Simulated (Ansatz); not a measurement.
Relaxing Pb

Level of theory: DFT PBE, scalar-relativistic, plane waves, PAW (Ansatz 0.2.0). Cutoff 420 eV, Γ-centred k mesh, Gaussian smearing, no spin polarisation in the final step.

The start puts Pb on the omega structure type (P6/mmm, No. 191), at a guessed volume.

```yaml
crystal:
  lattice:
    - [5.88563, 0.00000, 0.00000]
    - [-2.94282, 5.09711, 0.00000]
    - [0.00000, 0.00000, 3.60815]
  atoms:
    - { symbol: Pb, position: [0.00000, 0.00000, 0.00000] }
    - { symbol: Pb, position: [0.33333, 0.66667, 0.50000] }
    - { symbol: Pb, position: [0.66667, 0.33333, 0.50000] }
```

Cell and atoms relax at zero pressure; the relaxation can't lower the symmetry of the start.

Energies count from the standard state of Pb at the same level.

**Question.** Describe the relaxed structure.

**Answer.** It keeps P6/mmm (No. 191). The result has the omega structure. Conventional cell: a = 5.680 Å, c = 3.447 Å. Pb on Wyckoff site a (1 atom of the primitive cell) has 2 Pb at 3.45 Å and 12 Pb at 3.70 Å; Pb on Wyckoff site d (2 atoms of the primitive cell) has 5 Pb at 3.28–3.45 Å and 6 Pb at 3.70 Å.

```
Pb
1.0
     5.68024    0.00000    0.00000
    -2.84012    4.91923    0.00000
     0.00000    0.00000    3.44713
Pb
3
Direct
  0.00000 0.00000 0.00000
  0.33333 0.66667 0.50000
  0.66667 0.33333 0.50000
```

**Question.** What are its volume, energy, density and gap?

**Answer.** The volume per atom is 32.11 Å³, the density is 10.72 g/cm³ and the energy over the standard structure is 0.05 eV/atom. The gap on the 9×9×14 mesh is 0 eV (a metal).

The final run used a 9×9×14 mesh on its 3-atom cell and 0.10 eV smearing. The k mesh leaves about 4 meV/atom of noise in metals. Spin–orbit coupling is left out. A structure relaxed within its symmetry needn't be a true minimum. The steps took roughly 2.6 core-minutes in all.